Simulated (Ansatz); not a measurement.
# ZrC (P6_3/mmc) in Ansatz: notebook

Aim: see how the results for ZrC move with the level of theory and the settings. Levels: PBEsol, r2SCAN0 form with a typed share of exact exchange. Tasks: relaxation of cell and atoms, single point.

Everything below comes from runs of Ansatz 0.2.0. Logs are shortened: lines on timing, memory, paths and dates and some standing lists are left out, and cuts for length are marked.

**1. The structure**

Symmetry: P6_3/mmc, No. 194, hexagonal system. The conventional cell has a = 3.391 Å, b = 3.391 Å, c = 5.290 Å, α = 90.00°, β = 90.00°, γ = 120.00°. Around Zr (site symmetry -6m2) lie 6 C at 2.36 Å. C (site symmetry -3m) has 6 Zr at 2.36 Å and 2 C at 2.65 Å as nearest neighbours.

The cell comes from a database or a generator and needn't be the stable form of this composition.

**2. Relaxation of cell and atoms, PBEsol, target pressure 5 GPa, at which the enthalpy is minimised**

The input, input.yaml:

```yaml
crystal:
  lattice:
    - [3.3914762718, 0.0, 0.0]
    - [-1.6957381359, 2.9371046077, 0.0]
    - [0.0, 0.0, 5.290053]
  atoms:
    - { symbol: Zr, position: [0.6666666667, 0.3333333333, 0.75] }
    - { symbol: Zr, position: [0.3333333333, 0.6666666667, 0.25] }
    - { symbol: C, position: [0.0, 0.0, 0.5] }
    - { symbol: C, position: [0.0, 0.0, 0.0] }
hamiltonian:
  xc: pbesol
  pseudopotentials: { kind: paw }
kpoints:
  mp_grid: { grid: [9, 9, 5] }
scf:
  occupations: { method: fermi_dirac, width: 0.05 }
output:
  forces: true
  stress: true
  eigenvalues: true
relax:
  f_tol: 0.01
  max_steps: 40
  cell: { stress_tol: 0.05, p_target: 5.0 }
```

Potentials or basis: Ansatz PAW.

Launch:

```
$ ansatz run input.yaml --threads 2 --pin off --max-ram 5632MiB --backend cpu --events-out ev --progress --plain --runs-dir out
```

The log of the run:

```text
Warning: RAYON_NUM_THREADS=2 ignored (pool sized by the plan → 2); use --threads N
Engine: ansatz 0.2.0, x86_64-unknown-linux-gnu
Pseudopotentials: kind: paw
Pseudopotential: Zr, paw, valence charge 12, recommended cutoff 420 eV (normal), Zr.paw.azcp
Pseudopotential: C, paw, valence charge 4, recommended cutoff 420 eV (normal), C.paw.azcp
Functional definition: PBEsol
  exchange = pbesol_x
  correlation = pbesol_c
Crystal: 4 atoms, lattice volume = 52.695 Å³
Basis set: ecut = 420 eV, 1049 PW (Γ), exchange–correlation on 48×48×72 points (8 copies of the dense FFT grid, shifted against one another)
Bands: 20, of which v1, the nominal top of the filled ones, is band 16 counted from 1 (15 counted from 0)
Symmetry: 24 space group operations
Space group: P63/mmc (ITA 194), of the structure as read, at distance tolerance 3.7e-5 Å
k-points: 36 of 405
Non-local potential: Zr, projectors of the file, l = 0: 3, l = 1: 2, l = 2: 2, l = 3: 2
Non-local potential: C, projectors of the file, l = 0: 2, l = 1: 2, l = 2: 1
PAW form: soft (Blöchl's): semilocal exchange-correlation on the pseudo side does not see the compensation charge
PAW frozen core: Zr, regenerated for the run's functional, and the local potential with it (the file was generated under x = pbe(κ = 0.804, μ = 0.2195149727645171), c = pbe(β = 0.06672455060314922))
PAW frozen core: C, regenerated for the run's functional, and the local potential with it (the file was generated under x = pbe(κ = 0.804, μ = 0.2195149727645171), c = pbe(β = 0.06672455060314922))
PAW one-centre angular grid: Zr, 590 points (default); XC on 64 Gauss nodes
PAW one-centre angular grid: C, 110 points (default); XC on 64 Gauss nodes
Initial density: superposition of atomic densities (neutral atoms: chi_scale 0, normalization atom), corrected by the library's trained network
Initial wavefunctions: pseudopotential atomic-orbital guess
Functional: x = pbesol(κ = 0.804, μ = 0.12345679012345678), c = pbesol(β = 0.046)
SCF iter   1: F=—  HF=-8753.677005 eV  |F-HF|=—  |Δ(HF+E_count)|=         —  Δρ=1.39e-2  dr2=1.30e-1  ethr=1.77e-3  ⟨swp⟩=4.4  Hψ=2910  notcnv=0
preconditioner: auto → Kerker (q_TF=auto, 2.511 Å⁻¹)  [metal: Δε(μ)=0.051 eV  Ē_g=16.437 eV  σ=0.050 eV  W_gap=0.25  n_scr=22 (ndim 8)  ℏωp=27.1 eV  f_vac=0.000  D(μ)=0.82/eV (n_scr^D=2)]
SCF iter   2: F=—  HF=-8753.649545 eV  |F-HF|=—  |Δ(HF+E_count)|=   2.75e-2  Δρ=4.32e-3  dr2=7.13e-3  ethr=4.06e-4  ⟨swp⟩=2.1  Hψ=1135  notcnv=0
SCF iter   3: F=—  HF=-8753.648560 eV  |F-HF|=—  |Δ(HF+E_count)|=   9.85e-4  Δρ=1.82e-3  dr2=1.08e-3  ethr=2.23e-5  ⟨swp⟩=2.1  Hψ=868  notcnv=0
[... 75 lines left out ...]
SCF iter   2: F=—  HF=-8753.681608 eV  |F-HF|=—  |Δ(HF+E_count)|=   6.16e-6  Δρ=3.12e-6  dr2=4.70e-9  ethr=3.98e-11  ⟨swp⟩=2.9  Hψ=1377  notcnv=0
SCF iter   3: F=—  HF=-8753.681608 eV  |F-HF|=—  |Δ(HF+E_count)|=  8.88e-10  Δρ=7.79e-7  dr2=4.14e-10  ethr=1.47e-11  ⟨swp⟩=2.6  Hψ=1255  notcnv=0
SCF iter   4: F=-8753.681608 eV  HF=-8753.681608 eV  |F-HF|=7.28e-12  |Δ(HF+E_count)|=  9.82e-11  Δρ=2.27e-7  dr2=2.06e-11  ethr=1.00e-12  ⟨swp⟩=3.0  Hψ=2815  notcnv=0
SCF 8 converged in 4 iterations: F = -8753.681608 eV  dr2 = 2.06e-11
relax step   8: F+E_penalty+E_count = -8753.68160762 eV  Δ(F+E_penalty+E_count) = +1.842e-5 eV  max|allowed force component| = 1.619e-16 eV/Å  Δτ_max = 0.0000 Å  P = +4.999 GPa  Ω = 49.807 Å³  stress off target by 1.62e-3 GPa  SCF on the basis re-selected at this cell (its energy is not comparable with the rows above)  (4 SCF iters)
basis re-selected at this cell: Δ(F+E_penalty+E_count) = +1.842e-5 eV, ΔP = -0.000 GPa vs the last step (what re-selecting the basis moved, of the pressure what is left beyond the Pulay correction that the steps carried, after the strain that the cell walked since its last selection, with what the two solves' SCF thresholds leave and, on support functions, any second-order correction that the steps lacked; it is no measure of the basis error at this ecutwfc). This SCF's stress stands 1.62e-3 GPa from its target on what of the cell is left free (relax.cell.stress_tol is 5.00e-2 GPa) and its largest allowed force component is 1.62e-16 eV/Å (relax.f_tol is 1.00e-2 eV/Å): within both
SCF converged after 4 iterations
Free energy (F): -8753.681608 eV
Harris-Foulkes:  -8753.681608 eV  (|F-HF|=7.28e-12)
Internal energy: -8753.675823 eV  (E = F + TS)
E sigma→0 (E₀):  -8753.678715 eV
Entropy (-TS):   -0.005785 eV (-1.446 meV/atom)
Fermi energy:    15.711637 eV
--- Per-component energies (eV) ---
  E_band       = -74.308474
  E_kinetic    = 849.250373
  E_local      = -1154.320508  (includes V_loc(G=0)·N_el)
  E_nonlocal   = 213.244342
  E_hartree    = 348.620789
  E_xc         = -421.158715
  E_vxc        = -505.746141  (∫ρ·V_xc dr)
  E_paw        = -5988.821604  (= ΣΔE_a)
  E_vpaw       = -173.978098  (= ΣTr[D̂ρ^β])
  E_aug_tail   = 0.000065  (compensation charges beyond the density's cutoff)
  E_ewald      = -2600.864207
  E_core_change = 0.373642  (= ΣΔE_core)
  E_smearing   = -0.005785  (= −TS)
  E_closure    = 0.000000  (closes the sum)
  Σ components = -8753.681608   (vs F -8753.681608, Δ=0.00e0)
--- Forces (eV/Å), atoms counted from 1 ---
  atom   1  Zr     0.00000000    -0.00000000    -0.00000000
  atom   2  Zr     0.00000000     0.00000000     0.00000000
  atom   3  C     -0.00000000    -0.00000000     0.00000000
  atom   4  C      0.00000000     0.00000000    -0.00000000
  max |Σ_I F_I| component: 1.11e-16 eV/Å
--- Stress (GPa, compression-positive) ---
        4.998383       0.000000       0.000000
        0.000000       4.998383      -0.000000
        0.000000      -0.000000       4.999602
  P = ⅓ Tr σ = 4.9988 GPa (49.988 kbar)
--- Band table (eV; the first three rows and the last of 36) ---
  k-point 0: bands = ["-32.2796", "-32.1376", "-11.0041", "-10.1345", "-10.1345", "-10.0252", "-10.0252", "-9.9352", "3.8008", "7.7768", "9.6134", "12.8548", "12.8548", "14.6205", "14.6205", "16.6333", "17.0222", "17.0222", "17.5279", "17.5279"]
  k-point 1: bands = ["-32.2662", "-32.1514", "-10.9102", "-10.1241", "-10.1241", "-10.0468", "-10.0357", "-10.0357", "4.0588", "6.9948", "10.5042", "12.8876", "12.8876", "14.1532", "14.1532", "15.5608", "17.7815", "17.7815", "17.9286", "17.9286"]
  k-point 2: bands = ["-32.2310", "-32.1872", "-10.6570", "-10.3281", "-10.0968", "-10.0968", "-10.0630", "-10.0630", "4.7752", "5.8135", "12.0509", "13.0624", "13.0624", "13.4893", "13.4893", "13.7939", "18.9339", "18.9339", "19.1113", "19.1113"]
  k-point 35: bands = ["-32.1254", "-32.1254", "-10.7237", "-10.7237", "-10.6908", "-10.5617", "-10.1047", "-10.1047", "6.1656", "6.2067", "11.1737", "11.1737", "12.8565", "13.9125", "13.9125", "14.0774", "17.5003", "17.5003", "19.1391", "19.1391"]
--- Relaxed structure (6 steps of the walk, 5 accepted, 2 SCFs on fresh bases) ---
  F+E_penalty+E_count = -8753.68160762 eV   max|allowed force component| = 1.619e-16 eV/Å   (the final SCF, on the basis selected at the relaxed cell)
  cell:  # Å, volume = 49.8075 Å³
    - [3.315765361726394, 4.537068162729561e-37, 3.41187525837263e-34]
    - [-1.657882680863197, 2.8715370362435553, -1.818478211196853e-18]
    - [5.3218715095518404e-34, -3.2752820894900926e-18, 5.231140799166924]
  atoms:
    - { symbol: Zr, position: [0.6666666666666667, 0.3333333333333333, 0.7499999999999999] }
    - { symbol: Zr, position: [0.3333333333333333, 0.6666666666666667, 0.25] }
    - { symbol: C, position: [-9.62964972193618e-35, -9.62964972193618e-35, 0.5] }
    - { symbol: C, position: [-1.4100761920205378e-34, -1.3191322400113795e-34, 4.629342209261607e-39] }
```

It took 44 s on 2 threads of Intel Xeon at 2.50GHz (Skylake/Cascade Lake), shared host; peak memory 0.38 GiB.

Results:

* Free energy: -8753.6816 eV
* Relaxed volume: 12.45 Å³/atom
* Relaxed cell: a = 3.316 Å, b = 3.316 Å, c = 5.231 Å, α = 90.00°, β = 90.00°, γ = 120.00°
* Space group after relaxing (to 0.05 Å): P6_3/mmc (No. 194)
* Energy change on relaxing (the enthalpy is what falls): -8.3 meV/atom
* Ionic steps: 7
* Pressure after relaxing: 5.0 GPa
* Band gap on the k mesh: none (metal or under the smearing width)

Step by step:
| step | energy change (eV) | largest force (eV/Å) | volume (Å³) |
| --- | --- | --- | --- |
| 1 | 0.0000 | 0.0000 | 52.69 |
| 2 | -0.0430 | 0.0000 | 50.07 |
| 3 | -0.0358 | 0.0000 | 49.80 |
| 4 | -0.0365 | 0.0000 | 49.82 |
| 5 | -0.0337 | 0.0000 | 49.82 |
| 6 | -0.0332 | 0.0000 | 49.81 |
| 7 | -0.0332 | 0.0000 | 49.81 |

Final structure:
```
Zr C
1.0
     3.31577    0.00000    0.00000
    -1.65788    2.87154    0.00000
     0.00000    0.00000    5.23114
Zr C
2 2
Direct
  0.66667 0.33333 0.75000
  0.33333 0.66667 0.25000
  0.00000 0.00000 0.50000
  0.00000 0.00000 0.00000
```

Levels at points of the mesh, in eV from the Fermi level:
```csv
k point,band 12,band 13,band 14,band 15,band 16,band 17,band 18,band 19,band 20
"(0.00, 0.00, 0.00)",-2.86,-2.86,-1.09,-1.09,0.92,1.31,1.31,1.82,1.82
```

Caveat: the plane-wave basis is chosen anew once the cell has moved, so the energies of steps on either side of that aren't comparable; the PAW data sets come from PBE, with cores solved anew for the run's functional, which leaves a small shift of forces and pressure.

**3. Relaxation of cell and atoms, PBEsol, target pressure 10 GPa, at which the enthalpy is minimised**

input.yaml, as its differences from that of step 2:

```diff
@@ -21,2 +21,6 @@
   eigenvalues: true
+  write_density: true
+  write_potential: true
+  elf: true
+  volumetric_format: npy
 relax:
@@ -24,2 +28,2 @@
   max_steps: 40
-  cell: { stress_tol: 0.05, p_target: 5.0 }
+  cell: { stress_tol: 0.05, p_target: 10.0 }
```

Potentials or basis: Ansatz PAW.

Launch:

```
$ ansatz run input.yaml --threads 2 --pin off --max-ram 5632MiB --backend cpu --events-out ev --progress --plain --runs-dir out
```

Wall time 42 s (2 threads of Intel Xeon at 2.50GHz (Skylake/Cascade Lake), shared host); peak memory 0.39 GiB.

The run converged. Its results:

| Quantity | Value |
| --- | --- |
| Free energy | -8753.6380 eV |
| Relaxed volume | 12.22 Å³/atom |
| Relaxed cell | a = 3.296 Å, b = 3.296 Å, c = 5.196 Å, α = 90.00°, β = 90.00°, γ = 120.00° |
| Space group after relaxing (to 0.05 Å) | P6_3/mmc (No. 194) |
| Energy change on relaxing (the enthalpy is what falls) | +2.6 meV/atom |
| Ionic steps | 8 |
| Pressure after relaxing | 10.0 GPa |
| Band gap on the k mesh | none (metal or under the smearing width) |

The path:
```tsv
step	energy change (eV)	largest force (eV/Å)	volume (Å³)
1	0.0000	0.0000	52.69
2	0.3757	0.0000	45.82
3	-0.0131	0.0000	49.23
4	0.0039	0.0000	48.92
5	0.0057	0.0000	48.89
6	0.0092	0.0000	48.89
7	0.0104	0.0000	48.87
8	0.0104	0.0000	48.87
```

Final structure:
```
Zr C
1.0
     3.29554    0.00000    0.00000
    -1.64777    2.85402    0.00000
     0.00000    0.00000    5.19599
Zr C
2 2
Cartesian
  1.6478 0.9513 3.8970
  0.0000 1.9027 1.2990
  0.0000 0.0000 2.5980
  0.0000 0.0000 0.0000
```

Levels at points of the mesh, in eV from the Fermi level:
```tsv
k point	band 14	band 15	band 16	band 17	band 18	band 19
(0.00, 0.00, 0.00)	-1.11	-1.11	0.94	1.33	1.33	1.85
```

Caveat: the plane-wave basis is chosen anew once the cell has moved, so the energies of steps on either side of that aren't comparable; the PAW data sets come from PBE, with cores solved anew for the run's functional, which leaves a small shift of forces and pressure.

**4. Relaxation of cell and atoms, PBEsol, target pressure 20 GPa, at which the enthalpy is minimised**

input.yaml, as its differences from that of step 3:

```diff
@@ -21,6 +21,2 @@
   eigenvalues: true
-  write_density: true
-  write_potential: true
-  elf: true
-  volumetric_format: npy
 relax:
@@ -28,2 +24,2 @@
   max_steps: 40
-  cell: { stress_tol: 0.05, p_target: 10.0 }
+  cell: { stress_tol: 0.05, p_target: 20.0 }
```

Launch:

```
$ ansatz run input.yaml --threads 2 --pin off --max-ram 5632MiB --backend cpu --events-out ev --progress --plain --runs-dir out
```

Run time: 44 s. Hardware: 2 threads of Intel Xeon at 2.50GHz (Skylake/Cascade Lake), shared host; peak memory 0.38 GiB.

Results (log left out):

```
Free energy                                            : -8753.4855 eV
Relaxed volume                                         : 11.81 Å³/atom
Relaxed cell                                           : a = 3.260 Å, b = 3.260 Å, c = 5.132 Å, α = 90.00°, β = 90.00°, γ = 120.00°
Space group after relaxing (to 0.05 Å)                 : P6_3/mmc (No. 194)
Energy change on relaxing (the enthalpy is what falls) : +40.7 meV/atom
Ionic steps                                            : 8
Pressure after relaxing                                : 20.0 GPa
Band gap on the k mesh                                 : none (metal or under the smearing width)
```

Step by step:
```
step  energy change (eV)  largest force (eV/Å)  volume (Å³)
   1              0.0000                0.0000        52.69
   2              0.4176                0.0000        45.60
   3              0.1250                0.0000        47.51
   4              0.1543                0.0000        47.26
   5              0.1559                0.0000        47.25
   6              0.1604                0.0000        47.25
   7              0.1630                0.0000        47.23
   8              0.1630                0.0000        47.23
```

Final structure:
```cif
data_structure
_symmetry_space_group_name_H-M 'P 1'
_symmetry_Int_Tables_number 1
_cell_length_a 3.2596
_cell_length_b 3.2596
_cell_length_c 5.1324
_cell_angle_alpha 90.000
_cell_angle_beta 90.000
_cell_angle_gamma 120.000
_cell_volume 47.23
loop_
_atom_site_label
_atom_site_type_symbol
_atom_site_fract_x
_atom_site_fract_y
_atom_site_fract_z
_atom_site_occupancy
Zr1 Zr 0.66667 0.33333 0.75000 1
Zr2 Zr 0.33333 0.66667 0.25000 1
C1 C 0.00000 0.00000 0.50000 1
C2 C 0.00000 0.00000 0.00000 1
```

Levels at points of the mesh, in eV from the Fermi level:
```tsv
k point	band 13	band 14	band 15	band 16	band 17	band 18	band 19	band 20
(0.00, 0.00, 0.00)	-2.99	-1.15	-1.15	0.97	1.38	1.38	1.91	1.91
```

Caveat: the plane-wave basis is chosen anew once the cell has moved, so the energies of steps on either side of that aren't comparable; the PAW data sets come from PBE, with cores solved anew for the run's functional, which leaves a small shift of forces and pressure.

**5. Relaxation of cell and atoms, PBEsol, target pressure 30 GPa, at which the enthalpy is minimised**

input.yaml, as its differences from that of step 4:

```diff
@@ -24,2 +24,2 @@
   max_steps: 40
-  cell: { stress_tol: 0.05, p_target: 20.0 }
+  cell: { stress_tol: 0.05, p_target: 30.0 }
```

Launch:

```
$ ansatz run input.yaml --threads 2 --pin off --max-ram 5632MiB --backend cpu --events-out ev --progress --plain --runs-dir out
```

Run time: 34 s. Hardware: 2 threads of Intel Xeon at 2.50GHz (Skylake/Cascade Lake), shared host; peak memory 0.38 GiB.

It converged, with:

| Property | Result |
| --- | --- |
| Free energy | -8753.2662 eV |
| Relaxed volume | 11.45 Å³/atom |
| Relaxed cell | a = 3.229 Å, b = 3.229 Å, c = 5.074 Å, α = 90.00°, β = 90.00°, γ = 120.00° |
| Space group after relaxing (to 0.05 Å) | P6_3/mmc (No. 194) |
| Energy change on relaxing (the enthalpy is what falls) | +95.6 meV/atom |
| Ionic steps | 7 |
| Pressure after relaxing | 30.0 GPa |
| Band gap on the k mesh | none (metal or under the smearing width) |

Step by step:
| step | energy change (eV) | largest force (eV/Å) | volume (Å³) |
| --- | --- | --- | --- |
| 1 | 0.0000 | 0.0000 | 52.69 |
| 2 | 0.4476 | 0.0000 | 45.46 |
| 3 | 0.3591 | 0.0000 | 45.91 |
| 4 | 0.3725 | 0.0000 | 45.84 |
| 5 | 0.3776 | 0.0000 | 45.84 |
| 6 | 0.3822 | 0.0000 | 45.81 |
| 7 | 0.3822 | 0.0000 | 45.81 |

Final structure:
```yaml
crystal:
  lattice:
    - [3.22893, 0.00000, 0.00000]
    - [-1.61447, 2.79634, 0.00000]
    - [0.00000, 0.00000, 5.07406]
  atoms:
    - { symbol: Zr, position: [0.66667, 0.33333, 0.75000] }
    - { symbol: Zr, position: [0.33333, 0.66667, 0.25000] }
    - { symbol: C, position: [0.00000, 0.00000, 0.50000] }
    - { symbol: C, position: [0.00000, 0.00000, 0.00000] }
```

Levels at points of the mesh, in eV from the Fermi level:
| k point | band 12 | band 13 | band 14 | band 15 | band 16 | band 17 | band 18 | band 19 | band 20 |
| --- | --- | --- | --- | --- | --- | --- | --- | --- | --- |
| (0.00, 0.00, 0.00) | -3.07 | -3.07 | -1.19 | -1.19 | 1.00 | 1.41 | 1.41 | 1.96 | 1.96 |

Caveat: the plane-wave basis is chosen anew once the cell has moved, so the energies of steps on either side of that aren't comparable; the PAW data sets come from PBE, with cores solved anew for the run's functional, which leaves a small shift of forces and pressure.

(Part 1 of 2 ends here.)
